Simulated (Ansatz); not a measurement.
The system is V.

```
CELL_PARAMETERS angstrom
0.00000 1.89500 1.89500
1.89500 0.00000 1.89500
1.89500 1.89500 0.00000
ATOMIC_POSITIONS crystal
V 0.00000 0.00000 0.00000
```

This isn't the form of V at room conditions, which is bcc.

| Property | Result |
| --- | --- |
| Program | Ansatz 0.2.0 |
| Task | single point |
| Functional | PBE |
| Potentials or basis | all-electron LAPW, scalar-relativistic |
| Cutoff | 245 eV (chosen from the basis error) |
| Basis error allowed | 0.001 eV/atom |
| k mesh | 12 × 12 × 12 |
| Occupations | fermi-dirac, width 0.05 eV |
| Spin | collinear spin, ferromagnetic start |
| Starting moments | [2.0] μB |

On this cell: pressure 3.8 GPa; net moment 0.00 μB per cell; band gap on the k mesh none (metal or under the smearing width).

The same run follows on a disturbed copy (cell strained at random at fixed volume):

```
V
1.0
    -0.04747    1.88866    1.88323
     1.86445   -0.04351    1.87927
     1.85524    1.87549   -0.03430
V
1
Direct
  0.98639 0.98489 0.01687
```

Problem. What does the disturbed cell give?

Solution. The energy (extrapolated to zero smearing) moves by +1.8 meV/atom; pressure 3.7 GPa; net moment 0.00 μB per cell; band gap on the k mesh none (metal or under the smearing width).

Stress tensor (GPa, compression positive):
```
2.12 0.48 0.50
0.48 4.89 0.42
0.50 0.42 4.03
```

Caveats: the starting moments weren't kept.
